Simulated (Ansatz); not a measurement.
# Levels at Γ against strain in CaF$_{2}$

```xyz
3
Lattice="0.0000 2.7313 2.7313 2.7313 0.0000 2.7313 2.7313 2.7313 0.0000" Properties=species:S:1:pos:R:3 pbc="T T T"
Ca    0.0000    0.0000    0.0000
F     1.3656    1.3656    1.3656
F     4.0969    4.0969    4.0969
```

Atom numbers follow the list: Ca1, F2, F3.

The cell is COD entry 5000222, as deposited and not checked against the literature; nothing was relaxed.

Level of theory: DFT, PBE, all-electron LAPW, scalar-relativistic (Ansatz 0.2.0).

Settings: a Γ-centred 8×8×8 k mesh, Fermi–Dirac smearing of 0.02 eV, basis error target 1 meV/atom, no spin polarisation.

The cell is scaled evenly. Fractional coordinates are held (clamped ions).

The valence-band top of this crystal doesn't lie at Γ but 0.26 eV above the top filled level there.

Only quantities that a quadratic follows smoothly over the whole series are listed; rougher ones are left out.

```
ln(V/Vcell)  direct gap at Γ (eV)  smallest gap on mesh and path (eV)
    -0.0619                 7.934                               7.669
    -0.0202                 7.671                               7.413
    -0.0101                 7.609                               7.351
     0.0000                 7.547                               7.291
     0.0100                 7.486                               7.232
     0.0198                 7.426                               7.174
     0.0392                 7.310                               7.061
     0.0583                 7.197                               6.952
```

Q: Fit the series and give the slopes at zero strain.

A: Least-squares fits y = p0 + p1 x + p2 x² to the rows give direct gap at Γ (eV): p1 = -6.12, p2 = 2.1; smallest gap on mesh and path (eV): p1 = -5.96, p2 = 2.4. So dEg/dln V = -6.1 eV for the direct gap at Γ, which isn't the fundamental gap here: that one has dEg/dln V = -6.0 eV. Semilocal gaps are too small, but their slopes carry over better.

Q: One run, at ln(V/Vcell) = -0.0408, is withheld. Predict its row.

A: The fits give 7.800, 7.538; the run gave 7.801, 7.538.
